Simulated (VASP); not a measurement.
Runs of VASP 6.6.1 on Os. Symmetry: Fm-3m, No. 225, cubic system. Conventional cell: a = 3.890 Å, b = 3.890 Å, c = 3.890 Å, α = 90.00°, β = 90.00°, γ = 90.00°. Around Os (site symmetry m-3m) lie 12 Os at 2.75 Å. This isn't the form of Os at room conditions, which is hcp.

```tsv
cell	gap on the mesh (eV)	pressure (GPa)
as given	none	-10.3
volume scaled by 1.02	none	-16.8
volume scaled by 0.96	none	5.5
volume scaled by 1.06	none	(a)
```

Alike in all rows: task single point; level PBE; potentials or basis VASP PAW PBE potentials, release 64 (Os); no spin polarisation; k mesh 12 × 12 × 12; cutoff (eV) 520; smearing fermi-dirac 0.05 eV.

**Question.** Estimate the missing entries.

**Answer.** (a) -27.6.

Caveats: so large a pressure means that the cell lies far from this level's equilibrium, or that cutoff or potentials fall short (some runs).

A k mesh can miss the band edges, and the runs leave out spin-orbit coupling on Os.

A gap of «none» marks a metal or a gap under the smearing width.
